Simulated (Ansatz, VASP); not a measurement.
## Cross-check of Zn2SeS between VASP and Ansatz

Aim: how closely do two programs agree when they are given the same cell, functional and k mesh? The cell is taken from a series of runs on this material, whose earlier steps may have relaxed, scaled, displaced or heated it; both programs get it as it stands.

Calculated with Ansatz 0.2.0; plane waves, with VASP 6.6.1 beside it; zone-centre phonons at PBEsol with D4.

**1. Set-up**

Symmetry: P-4m2, No. 115, tetragonal system. The conventional cell has a = 3.861 Å, b = 3.861 Å, c = 5.460 Å, α = 90.00°, β = 90.00°, γ = 90.00°. Nearest to Zn lie 2 S at 2.32 Å and 2 Se at 2.41 Å. Nearest to Se lie 4 Zn at 2.41 Å. Nearest to S lie 4 Zn at 2.32 Å. Farther neighbours and most contacts between anions are not listed.

As a file:

```
Zn Se S
1.0
     3.86137    0.00000    0.00000
     0.00000    3.86137    0.00000
     0.00000    0.00000    5.45977
Zn Se S
2 1 1
Direct
  0.50000 0.00000 0.76354
  0.00000 0.50000 0.23646
  0.00000 0.00000 0.50000
  0.50000 0.50000 0.00000
```

**2. VASP: zone-centre phonons, PBEsol with D4**

Second derivatives magnify differences that forces hide, and they need a tight electronic threshold.

Lines of VASP's logs that name or quote its potential files are left out, and so is its time.

Input file INCAR:

```
SYSTEM = Zn2SeS
PREC = Accurate
ENCUT = 500
EDIFF = 1E-08
NELM = 120
ISMEAR = 0
SIGMA = 0.01
LREAL = .FALSE.
ALGO = Normal
GGA = PS
IVDW = 13
NBANDS = 24
LORBIT = 11
LWAVE = .FALSE.
LCHARG = .FALSE.
ISIF = 2
IBRION = 6
NFREE = 2
POTIM = 0.015
NSW = 1
LASPH = .TRUE.
GGA_COMPAT = .FALSE.
EFERMI = MIDGAP
KPAR = 2
```

Input file POSCAR:

```
Zn2SeS
1.0
    3.8613663565      0.0000000000      0.0000000000
    0.0000000000      3.8613663565      0.0000000000
    0.0000000000      0.0000000000      5.4597651981
Zn Se S
2 1 1
Direct
    0.5000000000      0.0000000000      0.7635396942
    0.0000000000      0.5000000000      0.2364603058
    0.0000000000      0.0000000000      0.5000000000
    0.5000000000      0.5000000000      0.0000000000
```

Input file KPOINTS:

```
Automatic mesh
0
Gamma
8 8 6
0 0 0
```

The projector-augmented-wave data sets are Zn, Se and S (PBE family, release 64).

Started as:

```bash
$ mpirun -np 2 vasp_std
```

Numbers of over 12 decimals in the logs are rounded to 6 here.

What it wrote:

```text
[banner, memory and clock lines left out]
running    2 mpi-ranks, on    1 nodes
 distrk:  each k-point on    1 cores,    2 groups
 distr:  one band on    1 cores,    1 groups

 POSCAR found type information on POSCAR ZnSeS
 POSCAR found :  3 types and       4 ions
|                                                                             |
|               ----> ADVICE to this user running VASP <----                  |
|                                                                             |
|     You enforced a specific xc type in the INCAR file but a different       |
|     [... a line on the potential file left out ...]
|     I HOPE YOU KNOW WHAT YOU ARE DOING!                                     |
|                                                                             |

 LDA part: xc-table for (Slater+PW92), standard interpolation
 POSCAR, INCAR and KPOINTS ok, starting setup
 FFT: planning ... GRIDC
 FFT: planning ... GRID_SOFT
 FFT: planning ... GRID
 WAVECAR not read
 entering main loop
       N       E                     dE             d eps       ncg     rms          rms(c)
DAV:   1     0.227719297030E+03    0.22772E+03   -0.16837E+04  2880   0.173E+03
DAV:   2     0.474175833959E+01   -0.22298E+03   -0.21528E+03  3120   0.353E+02
DAV:   3    -0.146726230279E+02   -0.19414E+02   -0.19218E+02  3568   0.107E+02
DAV:   4    -0.150304068947E+02   -0.35778E+00   -0.35759E+00  3264   0.149E+01
DAV:   5    -0.150354242383E+02   -0.50173E-02   -0.50170E-02  3608   0.167E+00    0.877E+00
DAV:   6    -0.143255028846E+02    0.70992E+00   -0.18587E+00  3768   0.407E+01    0.665E+00
DAV:   7    -0.143218389203E+02    0.36640E-02   -0.11859E+00  3144   0.672E+00    0.292E+00
DAV:   8    -0.143136132534E+02    0.82257E-02   -0.30828E-02  4040   0.228E+00    0.914E-01
DAV:   9    -0.143130403627E+02    0.57289E-03   -0.10852E-02  3944   0.167E+00    0.238E-01
DAV:  10    -0.143130540931E+02   -0.13730E-04   -0.67999E-04  3512   0.309E-01    0.154E-01
DAV:  11    -0.143131219818E+02   -0.67889E-04   -0.27560E-04  3960   0.126E-01    0.262E-02
DAV:  12    -0.143131291901E+02   -0.72083E-05   -0.45578E-05  3488   0.662E-02    0.185E-02
DAV:  13    -0.143131330182E+02   -0.38281E-05   -0.11665E-05  3624   0.413E-02    0.478E-03
DAV:  14    -0.143131329787E+02    0.39521E-07   -0.20567E-06  3792   0.229E-02    0.313E-03
DAV:  15    -0.143131330505E+02   -0.71798E-07   -0.31324E-07  3344   0.492E-03    0.125E-03
DAV:  16    -0.143131330436E+02    0.69049E-08   -0.88896E-08  3488   0.314E-03
   1 F= -.15060473E+02 E0= -.15060473E+02  d E =0.000000E+00
[... from here on, the cycles between the ionic steps are left out ...]
   2 F= -.15059778E+02 E0= -.15059778E+02  d E =0.000000E+00
   3 F= -.15059778E+02 E0= -.15059778E+02  d E =0.000000E+00
   7 F= -.15059437E+02 E0= -.15059437E+02  d E =0.000000E+00
   8 F= -.15059564E+02 E0= -.15059564E+02  d E =0.000000E+00
   9 F= -.15059564E+02 E0= -.15059564E+02  d E =0.000000E+00
  10 F= -.15059375E+02 E0= -.15059375E+02  d E =0.000000E+00
  11 F= -.15059375E+02 E0= -.15059375E+02  d E =0.000000E+00
  12 F= -.15059592E+02 E0= -.15059592E+02  d E =0.000000E+00
  13 F= -.15059592E+02 E0= -.15059592E+02  d E =0.000000E+00
  14 F= -.15059483E+02 E0= -.15059483E+02  d E =0.000000E+00
 Finite differences progress:
  Degree of freedom:   7/  7
  Displacement:        1/  2
  Total:              13/ 14
 bond charge predicted
       N       E                     dE             d eps       ncg     rms          rms(c)
DAV:   1    -0.143091873697E+02    0.29557E-02   -0.54861E-01  4984   0.258E+00    0.356E-01
DAV:   2    -0.143122555877E+02   -0.30682E-02   -0.33202E-02  5608   0.107E+00    0.159E-01
DAV:   3    -0.143121712561E+02    0.84332E-04   -0.49587E-04  5648   0.231E-01    0.106E-01
DAV:   4    -0.143121440044E+02    0.27252E-04   -0.21963E-04  5856   0.108E-01    0.216E-02
DAV:   5    -0.143121432480E+02    0.75637E-06   -0.51012E-05  5120   0.118E-01    0.168E-02
DAV:   6    -0.143121431652E+02    0.82797E-07   -0.48247E-06  6664   0.367E-02    0.889E-03
DAV:   7    -0.143121431512E+02    0.14019E-07   -0.45514E-07  5792   0.569E-03    0.335E-03
DAV:   8    -0.143121431385E+02    0.12757E-07   -0.17849E-07  6808   0.408E-03    0.457E-04
DAV:   9    -0.143121431383E+02    0.16189E-09   -0.41146E-08  5160   0.146E-03
  15 F= -.15059483E+02 E0= -.15059483E+02  d E =0.000000E+00
 Finite differences progress:
  Degree of freedom:   7/  7
  Displacement:        2/  2
  Total:              14/ 14
```

OUTCAR, selected parts (step 2):

```text
ion  position               nearest neighbor table
   1  0.500  0.000  0.764-   4 2.32   4 2.32   3 2.41   3 2.41
   2  0.000  0.500  0.236-   4 2.32   4 2.32   3 2.41   3 2.41
   3  0.000  0.000  0.500-   1 2.41   2 2.41   2 2.41   1 2.41
   4  0.500  0.500  0.000-   1 2.32   2 2.32   1 2.32   2 2.32

  LATTYP: Found a simple tetragonal cell.
 ALAT       =     3.8613663565
 C/A-ratio  =     1.4139464361

 Subroutine GETGRP returns: Found  8 space group operations
 (whereof  8 operations were pure point group operations)

The static configuration has the point symmetry D_2d.

 Found     60 irreducible k-points:

   k-points           NKPTS =     60   k-points in BZ     NKDIM =     60   number of bands    NBANDS=     24

   dimension x,y,z NGX =    28 NGY =   28 NGZ =   40
   dimension x,y,z NGXF=    56 NGYF=   56 NGZF=   80

   ENCUT  =  500.0 eV  36.75 Ry    6.06 a.u.   7.04  7.04  9.95*2*pi/ulx,y,z

   NELECT =      36.0000    total number of electrons

 k-points in reciprocal lattice and weights: Automatic mesh
   0.00000000  0.00000000  0.00000000       0.003
   0.12500000  0.00000000  0.00000000       0.010
   0.25000000  0.00000000  0.00000000       0.010
   0.37500000  0.00000000  0.00000000       0.010
   0.50000000  0.00000000  0.00000000       0.005
   0.12500000  0.12500000  0.00000000       0.010
   0.25000000  0.12500000  0.00000000       0.021
   0.37500000  0.12500000  0.00000000       0.021
   0.50000000  0.12500000  0.00000000       0.010
[...]
0.50000000  0.37500000  0.50000000       0.010
   0.50000000  0.50000000  0.50000000       0.003

 average (electrostatic) potential at core
       1 -36.2699       2 -36.2580       3 -55.1723       4 -88.9171

 E-fermi :   2.9836

 k-point     1 :       0.0000    0.0000    0.0000
  band No.  band energies     occupation
    ...
     14      -0.3228      2.00000
     15      -0.3124      2.00000
     16       2.0977      2.00000
     17       2.1607      2.00000
     18       2.1722      2.00000
     19       3.7950      0.00000
     20       5.0994      0.00000
     21       5.7340      0.00000
     22       8.1137      0.00000
     23       8.1223      0.00000
    ...

 k-point     2 :       0.1250    0.0000    0.0000
  band No.  band energies     occupation
    ...
     14      -0.7212      2.00000
     15      -0.2129      2.00000
     16       1.2745      2.00000
     17       1.8440      2.00000
     18       2.1152      2.00000
     19       4.5120      0.00000
     20       5.4412      0.00000
     21       6.3343      0.00000
     22       7.9364      0.00000
     23       8.2407      0.00000
    ...

 k-point     3 :       0.2500    0.0000    0.0000
  band No.  band energies     occupation
    ...
     14      -1.2791      2.00000
     15      -0.0417      2.00000
     16       0.0878      2.00000
     17       1.1532      2.00000
     18       1.9650      2.00000
     19       5.3908      0.00000
     20       5.9387      0.00000
     21       7.7164      0.00000
     22       7.9600      0.00000
     23       8.5722      0.00000
    ...

  DFT-D4 for vdW energy calculation

  Edisp (eV):   -0.74734

  Total       0.03952     0.22172     0.12617     0.00000     0.00000     0.00000
  in kB       0.77781     4.36383     2.48320     0.00000     0.00000     0.00000
  external pressure =        2.54 kB  Pullay stress =        0.00 kB

  energy-cutoff  :      500.00
  volume of cell :       81.41
      direct lattice vectors                 reciprocal lattice vectors
     3.861366357  0.000000000  0.000000000     0.258975686  0.000000000  0.000000000
     0.000000000  3.861366357  0.000000000     0.000000000  0.258975686  0.000000000
     0.000000000  0.000000000  5.459765198     0.000000000  0.000000000  0.183158060

 POSITION                                       TOTAL-FORCE (eV/Angst)
 -----------------------------------------------------------------------------------
      1.93068      0.00000      4.16875         0.000000      0.000000     -0.038402
      0.00000      1.93068      1.29102         0.000000      0.000000     -0.050002
      0.00000      0.00000      2.72988         0.000000      0.000000     -0.043728
      1.93068      1.93068     -0.01500         0.000000      0.000000      0.132131
 -----------------------------------------------------------------------------------
    total drift:                               -0.000000      0.000000     -0.000200

  FREE ENERGIE OF THE ION-ELECTRON SYSTEM (eV)
  ---------------------------------------------------
  free  energy   TOTEN  =       -15.0594831595 eV

  energy  without entropy=      -15.0594831595  energy(sigma->0) =      -15.05948316

 Eigenvectors and eigenvalues of the dynamical matrix
 ----------------------------------------------------

   1 f  =    8.869674 THz    55.729805 2PiTHz  295.860475 cm-1    36.682007 meV
             X         Y         Z           dx          dy          dz
      1.930683  0.000000  4.168747     0.019706   -0.337824   -0.000000
      0.000000  1.930683  1.291018    -0.341510    0.019494   -0.000000
      0.000000  0.000000  2.729883    -0.097788   -0.096733   -0.000000
      1.930683  1.930683  0.000000     0.615504    0.608862    0.000000

   2 f  =    8.869674 THz    55.729805 2PiTHz  295.860475 cm-1    36.682007 meV
             X         Y         Z           dx          dy          dz
      1.930683  0.000000  4.168747    -0.019494   -0.341510   -0.000000
      0.000000  1.930683  1.291018     0.337824    0.019706   -0.000000
      0.000000  0.000000  2.729883     0.096733   -0.097788   -0.000000
      1.930683  1.930683  0.000000    -0.608862    0.615504    0.000000

   3 f  =    8.806656 THz    55.333852 2PiTHz  293.758428 cm-1    36.421387 meV
             X         Y         Z           dx          dy          dz
      1.930683  0.000000  4.168747    -0.000000    0.000000   -0.234919
      0.000000  1.930683  1.291018     0.000000   -0.000000   -0.234919
      0.000000  0.000000  2.729883     0.000000    0.000000   -0.162846
      1.930683  1.930683  0.000000    -0.000000   -0.000000    0.929035

   4 f  =    6.773673 THz    42.560244 2PiTHz  225.945415 cm-1    28.013649 meV
             X         Y         Z           dx          dy          dz
      1.930683  0.000000  4.168747     0.599547    0.061345   -0.000000
      0.000000  1.930683  1.291018     0.103857    0.354137    0.000000
      0.000000  0.000000  2.729883    -0.606424   -0.358199   -0.000000
      1.930683  1.930683  0.000000    -0.057916   -0.034210    0.000000

   5 f  =    6.773673 THz    42.560244 2PiTHz  225.945415 cm-1    28.013649 meV
             X         Y         Z           dx          dy          dz
      1.930683  0.000000  4.168747    -0.354137    0.103857   -0.000000
      0.000000  1.930683  1.291018    -0.061345    0.599547   -0.000000
      0.000000  0.000000  2.729883     0.358199   -0.606424    0.000000
      1.930683  1.930683  0.000000     0.034210   -0.057916    0.000000

   6 f  =    6.589866 THz    41.405352 2PiTHz  219.814283 cm-1    27.253485 meV
             X         Y         Z           dx          dy          dz
      1.930683  0.000000  4.168747     0.000000    0.000000   -0.416487
      0.000000  1.930683  1.291018     0.000000    0.000000   -0.416487
      0.000000  0.000000  2.729883    -0.000000   -0.000000    0.805138
      1.930683  1.930683  0.000000    -0.000000   -0.000000   -0.069500

   7 f  =    6.279609 THz    39.455944 2PiTHz  209.465194 cm-1    25.970363 meV
             X         Y         Z           dx          dy          dz
      1.930683  0.000000  4.168747    -0.000000   -0.000000   -0.707107
      0.000000  1.930683  1.291018    -0.000000   -0.000000    0.707107
      0.000000  0.000000  2.729883     0.000000    0.000000    0.000000
      1.930683  1.930683  0.000000    -0.000000    0.000000    0.000000

   8 f  =    2.182905 THz    13.715597 2PiTHz   72.813874 cm-1     9.027766 meV
             X         Y         Z           dx          dy          dz
      1.930683  0.000000  4.168747    -0.479995   -0.161862    0.000000
      0.000000  1.930683  1.291018     0.674858    0.115125    0.000000
      0.000000  0.000000  2.729883    -0.390282    0.093608    0.000000
      1.930683  1.930683  0.000000     0.327804   -0.078623    0.000000

   9 f  =    2.182905 THz    13.715597 2PiTHz   72.813874 cm-1     9.027766 meV
             X         Y         Z           dx          dy          dz
      1.930683  0.000000  4.168747     0.115125   -0.674858    0.000000
      0.000000  1.930683  1.291018    -0.161862    0.479995    0.000000
      0.000000  0.000000  2.729883     0.093608    0.390282    0.000000
      1.930683  1.930683  0.000000    -0.078623   -0.327804    0.000000

  10 f/i=    0.013425 THz     0.084351 2PiTHz    0.447806 cm-1     0.055521 meV
             X         Y         Z           dx          dy          dz
      1.930683  0.000000  4.168747     0.000000   -0.000000    0.520914
      0.000000  1.930683  1.291018     0.000000   -0.000000    0.520914
      0.000000  0.000000  2.729883     0.000000   -0.000000    0.570293
      1.930683  1.930683  0.000000     0.000000   -0.000000    0.363405

  11 f/i=    0.019156 THz     0.120358 2PiTHz    0.638962 cm-1     0.079221 meV
             X         Y         Z           dx          dy          dz
      1.930683  0.000000  4.168747     0.140047   -0.503270   -0.000000
      0.000000  1.930683  1.291018     0.140653   -0.501099   -0.000000
      0.000000  0.000000  2.729883     0.153197   -0.548153   -0.000000
      1.930683  1.930683  0.000000     0.097896   -0.350281   -0.000000

  12 f/i=    0.019156 THz     0.120358 2PiTHz    0.638962 cm-1     0.079221 meV
             X         Y         Z           dx          dy          dz
      1.930683  0.000000  4.168747     0.501099    0.140653    0.000000
      0.000000  1.930683  1.291018     0.503270    0.140047    0.000000
      0.000000  0.000000  2.729883     0.548153    0.153197    0.000000
      1.930683  1.930683  0.000000     0.350281    0.097896    0.000000

 ELASTIC MODULI CONTR FROM IONIC RELAXATION (kBar)
 Direction    XX          YY          ZZ          XY          YZ          ZX
 --------------------------------------------------------------------------------
 XX        -272.8813    272.3323     -1.1382      0.0000     -0.0000      0.0000
 YY         272.3323   -272.8813     -1.1382      0.0000      0.0000     -0.0000
 ZZ          -1.1382     -1.1382     -4.7196      0.0000      0.0000      0.0000
 XY           0.0000      0.0000      0.0000      0.0000      0.0000      0.0000
 YZ          -0.0000      0.0000      0.0000      0.0000   -281.9079     -0.0000
 ZX           0.0000     -0.0000      0.0000      0.0000     -0.0000   -281.9078
 --------------------------------------------------------------------------------

 total charge
# of ion       s       p       d       tot
------------------------------------------
    1        0.541   0.500   9.796  10.836
    2        0.541   0.500   9.796  10.836
    3        1.435   2.452   0.035   3.922
    4        1.310   2.414   0.000   3.724
--------------------------------------------------
tot          3.827   5.866  19.627  29.319

[... 3 further parts left out ...]
```

CONTCAR:

```
Zn2SeS
   1.00000000000000
     3.8613663565000000    0.0000000000000000    0.0000000000000000
     0.0000000000000000    3.8613663565000000    0.0000000000000000
     0.0000000000000000    0.0000000000000000    5.4597651981000004
  Zn              Se              S
     2     1     1
Direct
     0.5000000000000000    0.0000000000000000    0.7635396941999986
     0.0000000000000000    0.5000000000000000    0.2364603058000014
     0.0000000000000000    0.0000000000000000    0.5000000000000000
     0.5000000000000000    0.5000000000000000   -0.0027473708952209
```

The last energy, forces, stress and levels in OUTCAR belong to the last displaced cell, not to the cell of POSCAR. The PAW data sets were made with PBE, which is usual practice but a small mismatch for other functionals.

Levels, forces or a CONTCAR printed for this step are those of its last displaced cell, not of the structure at rest.

(Continued in part 2 of 2.)

[Lines on the potential files, build, host, timing and source positions are cut from VASP's logs without a mark.]

[Logs are printed without paths, hosts, clocks, repeated set-up lines and the standing remarks that a program may print on its own settings, such as how far it seeks lower states.]

[Hosts, paths, dates, database ids (printed as entryN), source tags and the programs' standing remarks are cut or masked in the printed files.]
